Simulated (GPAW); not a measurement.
Wanted: an ASE script for a GPAW 26.7.0 run.

```yaml
Task: equation of state
Functional: PBEsol
Potentials_or_basis: PAW data sets generated in the run's folder for this functional
Cutoff: 600 eV
Basis: pw
k_mesh: 4 × 4 × 4
Occupations: fermi-dirac, width 0.05 eV
Spin: no spin polarisation
Maxiter: 150
Eos_scales: "[0.94, 0.96, 0.98, 1.0, 1.02, 1.04, 1.06]"
```

The structure of CsSnI3 lies in CsSnI3.cif:

```cif
data_CsSnI3
_cell_length_a 6.20570000
_cell_length_b 6.20570000
_cell_length_c 6.20570000
_cell_angle_alpha 90.00000000
_cell_angle_beta 90.00000000
_cell_angle_gamma 90.00000000
_space_group_name_H-M_alt 'Pm-3m'
_space_group_name_Hall '-P 4 2 3'
_space_group_IT_number 221
loop_
_space_group_symop_operation_xyz
'x,y,z'
'-x,-y,-z'
'-y,x,z'
'y,-x,-z'
'-x,-y,z'
'x,y,-z'
'y,-x,z'
'-y,x,-z'
'x,-y,-z'
'-x,y,z'
'-y,-x,-z'
'y,x,z'
'-x,y,-z'
'x,-y,z'
'y,x,-z'
'-y,-x,z'
'z,x,y'
'-z,-x,-y'
'z,-y,x'
'-z,y,-x'
'z,-x,-y'
'-z,x,y'
'z,y,-x'
'-z,-y,x'
'-z,x,-y'
'z,-x,y'
'-z,-y,-x'
'z,y,x'
'-z,-x,y'
'z,x,-y'
'-z,y,x'
'z,-y,-x'
'y,z,x'
'-y,-z,-x'
'x,z,-y'
'-x,-z,y'
'-y,z,-x'
'y,-z,x'
'-x,z,y'
'x,-z,-y'
'-y,-z,x'
'y,z,-x'
'-x,-z,-y'
'x,z,y'
'y,-z,-x'
'-y,z,x'
'x,-z,y'
'-x,z,-y'
loop_
_atom_site_label
_atom_site_type_symbol
_atom_site_symmetry_multiplicity
_atom_site_Wyckoff_symbol
_atom_site_fract_x
_atom_site_fract_y
_atom_site_fract_z
_atom_site_occupancy
Cs1 Cs 1 a 0.0000000000 0.0000000000 0.0000000000 1
I1 I 3 c 0.5000000000 0.5000000000 0.0000000000 1
Sn1 Sn 1 b 0.5000000000 0.5000000000 0.5000000000 1
```

The input as run:

run.py

```python
from ase.eos import EquationOfState
from ase.io import Trajectory, read
from ase.units import GPa
from gpaw import GPAW, PW, setup_paths

setup_paths.insert(0, '.')

atoms = read('CsSnI3.cif')

traj = Trajectory('eos.traj', 'w')
volumes, energies = [], []
for x in [0.94, 0.96, 0.98, 1.0, 1.02, 1.04, 1.06]:
    a = atoms.copy()
    a.set_cell(atoms.cell * x**(1 / 3), scale_atoms=True)
    calc = GPAW(mode=PW(600),
                xc='PBEsol',
                kpts={'size': (4, 4, 4), 'gamma': True},
                occupations={'name': 'fermi-dirac', 'width': 0.05},
                nbands=37,
                convergence={'density': 1e-05, 'energy': 1e-05},
                maxiter=150,
                txt=f'eos-{x:.2f}.txt')
    a.calc = calc
    energies.append(a.get_potential_energy(force_consistent=True))
    volumes.append(a.get_volume())
    p = -a.get_stress()[:3].mean() / GPa
    calc.write(f'eos-{x:.2f}.gpw')
    traj.write(a)
    print(f'{x:.2f} {volumes[-1]:10.4f} A^3 {energies[-1]:14.6f} eV {p:9.3f} GPa', flush=True)

v0, e0, B = EquationOfState(volumes, energies, eos='birchmurnaghan').fit()
print(f'V0 = {v0:.4f} A^3, E0 = {e0:.6f} eV, B0 = {B / GPa:.2f} GPa')
```

Potentials or basis: PAW data sets generated in the run's folder for this functional, pw.

The run is started by

```bash
$ gpaw-setup -f PBEsol Cs I Sn
$ OMP_NUM_THREADS=1 python run.py
```

It gave:

| Quantity | Value |
| --- | --- |
| Equilibrium volume | 46.62 Å³/atom |
| Bulk modulus | 17.1 GPa |
| Pressure derivative of the bulk modulus | 3.7 |

Caveat: the cell was measured hot, at 500 K.

Run time: 6 min on 1 thread of Arm Neoverse V1, with other jobs on the host, peak memory 0.59 GiB.
